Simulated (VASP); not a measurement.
# K (Im-3m) in VASP: a series of runs

The runs below take K through single point, with r2SCAN.

Program: VASP 6.6.1. These are calculated values, not measurements. Logs are shortened: lines on timing, memory, paths and dates and some standing lists are left out, and cuts for length are marked.

## 1. The crystal as given

The structure is cubic, space group Im-3m (No. 229). The conventional cell has a = 5.395 Å, b = 5.395 Å, c = 5.395 Å, α = 90.00°, β = 90.00°, γ = 90.00°.

## 2. Single point, r2SCAN

INCAR

```
SYSTEM = K
ADDGRID = .False.
ALGO = Normal
EDIFF = 1E-6
ENCUT = 450
ISIF = 2
ISMEAR = -1
LASPH = .True.
LCHARG = .False.
LMIXTAU = .True.
LREAL = .False.
LWAVE = .False.
METAGGA = R2SCAN
NBANDS = 10
NELM = 100
PREC = Accurate
SIGMA = 0.1
```

KPOINTS

```
k-points
0
Gamma
  4 4 4
  0 0 0
```

POSCAR

```
K
1.0
   -2.6491090000      2.6630490000      2.6437420000
    2.6773590000     -2.6874940000      2.6964360000
    2.7342160000      2.7726000000     -2.6681870000
K
1
Direct
   -0.0060180000      0.0074470000      0.0002300000
```

Potentials or basis: VASP PAW PBE potentials, release 64 (K_pv).

Started as:

```console
cat potpaw_PBE.64/K_pv/POTCAR > POTCAR
mpirun -np 1 vasp_std > vasp.out
```

OUTCAR:

```text
SYSTEM = K
   EDIFF = 1E-6
   ENCUT = 450
   ISIF = 2
   ISMEAR = -1
   LASPH = .True.
   LREAL = .False.
   METAGGA = R2SCAN
   NELM = 100
   PREC = Accurate

 Found     36 irreducible k-points:

 Following reciprocal coordinates:
            Coordinates               Weight
  0.000000  0.000000  0.000000      1.000000
  0.250000  0.000000 -0.000000      2.000000
  0.500000  0.000000 -0.000000      1.000000
  0.000000  0.250000  0.000000      2.000000
  0.250000  0.250000 -0.000000      2.000000
  0.500000  0.250000 -0.000000      2.000000
   k-points           NKPTS =     36   k-points in BZ     NKDIM =     36   number of bands    NBANDS=     10
   number of dos      NEDOS =    301   number of ions     NIONS =      1
   total plane-waves  NPLWV =  36864
   dimension x,y,z NGX =    32 NGY =   32 NGZ =   36
   dimension x,y,z NGXF=    64 NGYF=   64 NGZF=   72
   ions per type =               1
   NGX,Y,Z   is equivalent  to a cutoff of  11.58, 11.43, 12.68 a.u.
   NGXF,Y,Z  is equivalent  to a cutoff of  23.16, 22.86, 25.36 a.u.
 SYSTEM =  K
   PREC   = accura    normal or accurate (medium, high low for compatibility)
   ISTART =      0    job   : 0-new  1-cont  2-samecut
   ICHARG =      2    charge: 1-file 2-atom 10-const
   ISPIN  =      1    spin polarized calculation?
   LNONCOLLINEAR =      F non collinear calculations
   LSORBIT =      F    spin-orbit coupling
   LASPH  =      T    aspherical Exc in radial PAW
   ENCUT  =  450.0 eV  33.07 Ry    5.75 a.u.   7.94  8.05  8.16*2*pi/ulx,y,z
   NELM   =    100;   NELMIN=  2; NELMDL= -5     # of ELM steps
   EDIFF  = 0.1E-05   stopping-criterion for ELM
   LREAL  =      F    real-space projection
   EDIFFG = 0.1E-04   stopping-criterion for IOM
   NSW    =      0    number of steps for IOM
   IBRION =     -1    ionic relax: 0-MD 1-quasi-New 2-CG
   NFREE  =      0    steps in history (QN), initial steepest desc. (CG)
   ISIF   =      2    stress and relaxation
   ISYM   =      2    0-nonsym 1-usesym 2-fastsym
   POTIM  = 0.5000    time-step for ionic-motion
   TEBEG  =    0.0;   TEEND  =   0.0 temperature during run
   PSTRESS=    0.0 pullay stress
   NELECT =       7.0000    total number of electrons
   NUPDOWN=      -1.0000    fix difference up-down
   EMIN   =  10.00;   EMAX   =-10.00  energy-range for DOS
   EFERMI =   0.00;   METHOD = LEGACY
   ISMEAR =    -1;   SIGMA  =   0.10  broadening in eV -4-tet -1-fermi 0-gaus
   EFERMI_NEDOS =   21; number of points for ismear=-14 and -15
   IALGO  =     38    algorithm
   IMIX   =      4    mixing-type and parameters
     AMIX     =   0.40;   BMIX     =  1.00
     AMIX_MAG =   1.60;   BMIX_MAG =  1.00
  volume/ion in A,a.u.               =      78.52       529.87
  Fermi-wavevector in a.u.,A,eV,Ry     =   0.731335  1.382024  7.277098  0.534852
  Thomas-Fermi vector in A             =   1.823527
   LORBIT       =      0    0 simple, 1 ext, 2 COOP (PROOUT), +10 PAW based schemes
   METAGGA = R2SCAN    functional components
   LHFCALC =     F    Hartree Fock is set to
   AEXX    =    0.0000 exact exchange contribution
   IVDW    =     0    specifies the selected vdW correction
   LEPSILON=     F    determine dielectric tensor
   LRPA    =     F    only Hartree local field effects (RPA)
 non-spin polarized calculation
  energy-cutoff  :      450.00
  volume of cell :       78.52
 maximum number of plane-waves:      1718
   NGX = 15   NGY = 17   NGZ = 17

 number of electron       7.0000000 magnetization

 Free energy of the ion-electron system (eV)
  ---------------------------------------------------
  ext. energy  EPLUGINS =         0.00000000
  ---------------------------------------------------
  free energy    TOTEN  =        -5.94842841 eV

  energy without entropy =       -5.89755704  energy(sigma->0) =       -5.92299273

 E-fermi :  -1.2339     XC(G=0):  -5.7870

 val. band max:       -1.2355028783   @ k =   0.2500   0.5000   0.0000
 cond. band min:      -1.2023583372   @ k =   0.5000   0.2500  -0.0000
 fundamental gap:      0.0331445411
 Fermi energy:        -1.2338976217

 k-point     1 :       0.0000    0.0000    0.0000
  band No.  band energies     occupation
      1     -17.4959      2.00000
      2     -17.4938      2.00000
      3     -17.4923      2.00000
      4      -3.4267      2.00000
      5       3.4692      0.00000
      6       3.5317      0.00000
      7       3.6614      0.00000
      8       4.5043      0.00000
      9       4.6051      0.00000
     10       6.8406      0.00000

 k-point     2 :       0.2500    0.0000   -0.0000
  band No.  band energies     occupation
      1     -17.5244      2.00000
      2     -17.5029      2.00000
      3     -17.4934      2.00000
      4      -2.6477      2.00000
      5       2.0003      0.00000
      6       2.7700      0.00000
      7       4.1335      0.00000
      8       4.3218      0.00000
      9       4.3996      0.00000
     10       6.6715      0.00000

 k-point     3 :       0.5000    0.0000   -0.0000
  band No.  band energies     occupation
      1     -17.5533      2.00000
      2     -17.5124      2.00000
      3     -17.4934      2.00000
      4      -0.6137      0.00404
      5      -0.5639      0.00246
      6       2.2586      0.00000
      7       4.1562      0.00000
      8       4.9167      0.00000
      9       5.1527      0.00000
     10       5.5906      0.00000

 k-point     4 :       0.0000    0.2500    0.0000
  band No.  band energies     occupation
      1     -17.5213      2.00000
      2     -17.5030      2.00000
      3     -17.4947      2.00000
      4      -2.6598      2.00000
      5       1.9449      0.00000
      6       2.7379      0.00000
      7       4.1173      0.00000
      8       4.4304      0.00000
      9       4.4568      0.00000
     10       6.6536      0.00000

 k-point     5 :       0.2500    0.2500   -0.0000
  band No.  band energies     occupation
      1     -17.5363      2.00000
      2     -17.5214      2.00000
      3     -17.4997      2.00000
      4      -1.2547      1.10367
      5       0.8139      0.00000
      6       1.3940      0.00000
      7       3.9244      0.00000
      8       4.2401      0.00000
      9       5.1857      0.00000
     10       6.0447      0.00000

 k-point     6 :       0.5000    0.2500   -0.0000
  band No.  band energies     occupation
      1     -17.5473      2.00000
      2     -17.5155      2.00000
      3     -17.4980      2.00000
      4      -1.2024      0.84360
      5       0.7882      0.00000
      6       1.4133      0.00000
      7       3.9061      0.00000
      8       4.2998      0.00000
      9       5.0652      0.00000
     10       6.2447      0.00000

 [... further k-points ...]

------------------------ aborting loop because EDIFF is reached ----------------------------------------

  FORCE on cell =-STRESS in cart. coord.  units (eV):
  Direction    XX          YY          ZZ          XY          YZ          ZX
  --------------------------------------------------------------------------------------
  -------------------------------------------------------------------------------------
  Total       -0.0024301     -0.0009962     -0.0008846      0.0103983     -0.0040959      0.0074416
  in kB       -0.0495855     -0.0203277     -0.0180493      0.2121787     -0.0835765      0.1518458
  external PRESSURE =      -0.0293209 kB  Pullay stress =       0.0000000 kB

 VOLUME and BASIS-vectors are now :
 -----------------------------------------------------------------------------
  energy-cutoff  :      450.00
  volume of cell :       78.52
      direct lattice vectors                 reciprocal lattice vectors
    -2.649109000  2.663049000  2.643742000    -0.003889548  0.184877607  0.188126541
     2.677359000 -2.687494000  2.696436000     0.183848792 -0.002040834  0.186277758
     2.734216000  2.772600000 -2.668187000     0.181941348  0.181121382 -0.000133391

 POSITION                                       TOTAL-FORCE (eV/Angst)
 -----------------------------------------------------------------------------------
     -2.61260      2.62765      2.64730         0.000000      0.000000      0.000000
 -----------------------------------------------------------------------------------
    total drift:                               -0.000001      0.000022      0.000011

  FREE ENERGIE OF THE ION-ELECTRON SYSTEM (eV)
  ---------------------------------------------------
  free  energy   TOTEN  =        -5.9484284083 eV

  energy  without entropy=       -5.8975570439  energy(sigma->0) =       -5.92299273
```

It took 70 s on 1 thread of Intel Xeon Platinum 8559C (Emerald Rapids), shared host; peak memory 0.2 GiB.

These settings aren't checked as converged: the numbers below hold their error.

Results:

```yaml
Free_energy: -5.9484 eV
Pressure: 0.0 GPa
Band_gap_on_the_k_mesh: none (metal or under the smearing width)
```

Caveat: the k mesh is coarse (spacing up to 0.41 Å⁻¹), so the values aren't converged; the PAW data sets were made with another functional, which shifts forces and pressure a little.

## 3. Single point, r2SCAN

Edit INCAR of step 2 so:

```diff
@@ -16,2 +16,2 @@
 PREC = Accurate
-SIGMA = 0.1
+SIGMA = 0.05
```

KPOINTS is that of step 2.

POSCAR

```
K
1.0
   -2.6975585167      2.6975585167      2.6975585167
    2.6975585167     -2.6975585167      2.6975585167
    2.6975585167      2.6975585167     -2.6975585167
K
1
Direct
    0.0000000000      0.0000000000      0.0000000000
```

Potentials or basis: VASP PAW PBE potentials, release 64 (K_pv).

Started as:

```console
cat potpaw_PBE.64/K_pv/POTCAR > POTCAR
mpirun -np 1 vasp_std > vasp.out
```

OUTCAR:

```text
SYSTEM = K
   EDIFF = 1E-6
   ENCUT = 450
   ISIF = 2
   ISMEAR = -1
   LASPH = .True.
   LREAL = .False.
   METAGGA = R2SCAN
   NELM = 100
   PREC = Accurate

 Found      8 irreducible k-points:

 Following reciprocal coordinates:
            Coordinates               Weight
  0.000000  0.000000  0.000000      1.000000
  0.250000  0.000000  0.000000     12.000000
  0.500000  0.000000  0.000000      6.000000
  0.250000  0.250000  0.000000     24.000000
  0.250000  0.250000  0.250000      2.000000
 -0.250000  0.250000  0.250000      6.000000
   k-points           NKPTS =      8   k-points in BZ     NKDIM =      8   number of bands    NBANDS=     10
   number of dos      NEDOS =    301   number of ions     NIONS =      1
   total plane-waves  NPLWV =  32768
   dimension x,y,z NGX =    32 NGY =   32 NGZ =   32
   dimension x,y,z NGXF=    64 NGYF=   64 NGZF=   64
   ions per type =               1
   NGX,Y,Z   is equivalent  to a cutoff of  11.39, 11.39, 11.39 a.u.
   NGXF,Y,Z  is equivalent  to a cutoff of  22.77, 22.77, 22.77 a.u.
 SYSTEM =  K
   PREC   = accura    normal or accurate (medium, high low for compatibility)
   ISTART =      0    job   : 0-new  1-cont  2-samecut
   ICHARG =      2    charge: 1-file 2-atom 10-const
   ISPIN  =      1    spin polarized calculation?
   LNONCOLLINEAR =      F non collinear calculations
   LSORBIT =      F    spin-orbit coupling
   LASPH  =      T    aspherical Exc in radial PAW
   ENCUT  =  450.0 eV  33.07 Ry    5.75 a.u.   8.08  8.08  8.08*2*pi/ulx,y,z
   NELM   =    100;   NELMIN=  2; NELMDL= -5     # of ELM steps
   EDIFF  = 0.1E-05   stopping-criterion for ELM
   LREAL  =      F    real-space projection
   EDIFFG = 0.1E-04   stopping-criterion for IOM
   NSW    =      0    number of steps for IOM
   IBRION =     -1    ionic relax: 0-MD 1-quasi-New 2-CG
   NFREE  =      0    steps in history (QN), initial steepest desc. (CG)
   ISIF   =      2    stress and relaxation
   ISYM   =      2    0-nonsym 1-usesym 2-fastsym
   POTIM  = 0.5000    time-step for ionic-motion
   TEBEG  =    0.0;   TEEND  =   0.0 temperature during run
   PSTRESS=    0.0 pullay stress
   NELECT =       7.0000    total number of electrons
   NUPDOWN=      -1.0000    fix difference up-down
   EMIN   =  10.00;   EMAX   =-10.00  energy-range for DOS
   EFERMI =   0.00;   METHOD = LEGACY
   ISMEAR =    -1;   SIGMA  =   0.05  broadening in eV -4-tet -1-fermi 0-gaus
   EFERMI_NEDOS =   21; number of points for ismear=-14 and -15
   IALGO  =     38    algorithm
   IMIX   =      4    mixing-type and parameters
     AMIX     =   0.40;   BMIX     =  1.00
     AMIX_MAG =   1.60;   BMIX_MAG =  1.00
  volume/ion in A,a.u.               =      78.52       529.87
  Fermi-wavevector in a.u.,A,eV,Ry     =   0.731335  1.382024  7.277097  0.534852
  Thomas-Fermi vector in A             =   1.823527
   LORBIT       =      0    0 simple, 1 ext, 2 COOP (PROOUT), +10 PAW based schemes
   METAGGA = R2SCAN    functional components
   LHFCALC =     F    Hartree Fock is set to
   AEXX    =    0.0000 exact exchange contribution
   IVDW    =     0    specifies the selected vdW correction
   LEPSILON=     F    determine dielectric tensor
   LRPA    =     F    only Hartree local field effects (RPA)
 non-spin polarized calculation
  energy-cutoff  :      450.00
  volume of cell :       78.52
 maximum number of plane-waves:      1724
   NGX = 17   NGY = 17   NGZ = 17

 number of electron       7.0000001 magnetization

 Free energy of the ion-electron system (eV)
  ---------------------------------------------------
  ext. energy  EPLUGINS =         0.00000000
  ---------------------------------------------------
  free energy    TOTEN  =        -5.92216586 eV

  energy without entropy =       -5.89630202  energy(sigma->0) =       -5.90923394

 E-fermi :  -1.2440     XC(G=0):  -5.7880

 val. band max:       -1.2523354771   @ k =   0.2500   0.2500   0.0000
 cond. band min:      -0.6402265984   @ k =   0.5000   0.0000   0.0000
 fundamental gap:      0.6121088787
 Fermi energy:        -1.2439831395

 k-point     1 :       0.0000    0.0000    0.0000
  band No.  band energies     occupation
      1     -17.4917      2.00000
      2     -17.4917      2.00000
      3     -17.4916      2.00000
      4      -3.4281      2.00000
      5       3.5639      0.00000
      6       3.5640      0.00000
      7       3.5640      0.00000
      8       4.5423      0.00000
      9       4.5423      0.00000
     10       7.0491      0.00000

 k-point     2 :       0.2500    0.0000    0.0000
  band No.  band energies     occupation
      1     -17.5199      2.00000
      2     -17.5010      2.00000
      3     -17.4916      2.00000
      4      -2.6585      2.00000
      5       1.9579      0.00000
      6       2.7875      0.00000
      7       4.1760      0.00000
      8       4.3416      0.00000
      9       4.4175      0.00000
     10       6.6925      0.00000

 k-point     3 :       0.5000    0.0000    0.0000
  band No.  band energies     occupation
      1     -17.5477      2.00000
      2     -17.5103      2.00000
      3     -17.4916      2.00000
      4      -0.6402      0.00001
      5      -0.6003      0.00001
      6       2.2838      0.00000
      7       4.1790      0.00000
      8       4.9798      0.00000
      9       5.1726      0.00000
     10       5.6232      0.00000

 k-point     4 :       0.2500    0.2500    0.0000
  band No.  band energies     occupation
      1     -17.5373      2.00000
      2     -17.5150      2.00000
      3     -17.4974      2.00000
      4      -1.2523      1.08333
      5       0.7687      0.00000
      6       1.3847      0.00000
      7       3.9637      0.00000
      8       4.3437      0.00000
      9       5.1449      0.00000
     10       6.1325      0.00000

 k-point     5 :       0.2500    0.2500    0.2500
  band No.  band energies     occupation
      1     -17.5189      2.00000
      2     -17.5189      2.00000
      3     -17.5189      2.00000
      4       0.3084      0.00000
      5       0.3085      0.00000
      6       0.3085      0.00000
      7       2.2411      0.00000
      8       5.2770      0.00000
      9       5.2770      0.00000
     10       6.5529      0.00000

 k-point     6 :      -0.2500    0.2500    0.2500
  band No.  band energies     occupation
      1     -17.5207      2.00000
      2     -17.5111      2.00000
      3     -17.5110      2.00000
      4      -1.9356      2.00000
      5       1.8852      0.00000
      6       2.5916      0.00000
      7       2.5917      0.00000
      8       4.3480      0.00000
      9       4.4966      0.00000
     10       5.9498      0.00000

 [... further k-points ...]

------------------------ aborting loop because EDIFF is reached ----------------------------------------

  FORCE on cell =-STRESS in cart. coord.  units (eV):
  Direction    XX          YY          ZZ          XY          YZ          ZX
  --------------------------------------------------------------------------------------
  -------------------------------------------------------------------------------------
  Total       -0.0084523     -0.0084523     -0.0084523      0.0000000     -0.0000000      0.0000000
  in kB       -0.1724691     -0.1724691     -0.1724691      0.0000000     -0.0000000      0.0000000
  external PRESSURE =      -0.1724691 kB  Pullay stress =       0.0000000 kB

 VOLUME and BASIS-vectors are now :
 -----------------------------------------------------------------------------
  energy-cutoff  :      450.00
  volume of cell :       78.52
      direct lattice vectors                 reciprocal lattice vectors
    -2.697558517  2.697558517  2.697558517     0.000000000  0.185352791  0.185352791
     2.697558517 -2.697558517  2.697558517     0.185352791  0.000000000  0.185352791
     2.697558517  2.697558517 -2.697558517     0.185352791  0.185352791  0.000000000

 POSITION                                       TOTAL-FORCE (eV/Angst)
 -----------------------------------------------------------------------------------
      0.00000      0.00000      0.00000         0.000000      0.000000      0.000000
 -----------------------------------------------------------------------------------
    total drift:                                0.000000      0.000000     -0.000000

  FREE ENERGIE OF THE ION-ELECTRON SYSTEM (eV)
  ---------------------------------------------------
  free  energy   TOTEN  =        -5.9221658615 eV

  energy  without entropy=       -5.8963020208  energy(sigma->0) =       -5.90923394
```

OSZICAR:

```text
N       E                     dE             d eps       ncg     rms          rms(c)
DAV:   1     0.935340758982E+01    0.93534E+01   -0.28927E+03   168   0.458E+02
DAV:   2    -0.633537764913E+01   -0.15689E+02   -0.15573E+02   184   0.952E+01
DAV:   3    -0.650675727993E+01   -0.17138E+00   -0.17129E+00   230   0.878E+00
[... 13 lines left out ...]
DAV:  17    -0.592217651297E+01   -0.29369E-04   -0.18786E-05   164   0.254E-02    0.863E-03
DAV:  18    -0.592217535544E+01    0.11575E-05   -0.38196E-05   160   0.453E-02    0.250E-03
DAV:  19    -0.592217745525E+01   -0.20998E-05   -0.29519E-05   160   0.376E-02    0.351E-03
DAV:  20    -0.592216541817E+01    0.12037E-04   -0.61647E-06   160   0.140E-02    0.313E-03
DAV:  21    -0.592216586147E+01   -0.44330E-06   -0.15298E-06   160   0.135E-02
   1 F= -.59221659E+01 E0= -.59092339E+01  d E =-.258638E-01
```

It took 23 s on 1 thread of Intel Xeon Platinum 8559C (Emerald Rapids), shared host; peak memory 0.18 GiB.

These settings aren't checked as converged: the numbers below hold their error.

What came out:

- Free energy: -5.9222 eV
- Pressure: 0.0 GPa
- Band gap on the k mesh: none (metal or under the smearing width)

Caveat: the k mesh is coarse (spacing up to 0.41 Å⁻¹), so the values aren't converged; the PAW data sets were made with another functional, which shifts forces and pressure a little.

(Part 1 of 2 ends here.)
